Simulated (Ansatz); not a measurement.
ZrO2 (fluorite)

```yaml
crystal:
  lattice:
    - [0.00000, 2.55794, 2.55794]
    - [2.55794, 0.00000, 2.55794]
    - [2.55794, 2.55794, 0.00000]
  atoms:
    - { symbol: Zr, position: [0.00000, 0.00000, 0.00000] }
    - { symbol: O, position: [0.25000, 0.25000, 0.25000] }
    - { symbol: O, position: [0.75000, 0.75000, 0.75000] }
```

A phonon eigenvector at Γ is frozen into this cell: atom i moves by Q times the vector below, so Q is the largest atomic displacement, in Å. The cell is held. It is one choice among 3 degenerate patterns.

```csv
atom,x,y,z
O2,0.000,0.000,-1.000
O3,0.000,0.000,1.000
```

Atoms not listed stay in place.

Computed with PBE (plane waves to 420 eV, PAW, scalar-relativistic; Ansatz, a quantum-chemistry and plane-wave program). k mesh 11×11×11 (Γ-centred), Fermi-Dirac smearing 0.05 eV. Energies are smeared free energies. The PAW data are Ansatz's earlier set. This is a high-temperature form of ZrO2. ZrO2 is run without spin polarisation. ZrO2 was relaxed with its symmetry unable to fall. ΔE is measured from the undisplaced structure.

| Q (Å) | ΔE (meV/cell) |
|---|---|
| -0.2800 | 1621 |
| -0.2333 | withheld |
| -0.1867 | 663 |
| -0.1400 | 362 |
| -0.0933 | 157 |
| -0.0467 | 39 |
| 0.0000 | 0 |
| 0.0467 | 39 |
| 0.0933 | 157 |
| 0.1400 | 362 |
| 0.1867 | 663 |
| 0.2333 | withheld |
| 0.2800 | 1621 |

Fit an even polynomial form (powers 2, 4) to the given rows and predict ΔE at Q = -0.2333.

Least squares on the 11 given rows: ΔE = (17710)·Q² + (37830)·Q⁴, in meV/cell with Q in Å; root-mean-square residual 0.2 meV/cell. At -0.2333 the fit gives 1076 meV/cell; the calculation gives 1077 meV/cell, so the interpolation is off by -1 (-0.1 %). The quadratic term alone would give 964 meV/cell.

(A displaced cell: forces are minus the slopes of the energy, force constants its curvatures, and phonons follow from these.)
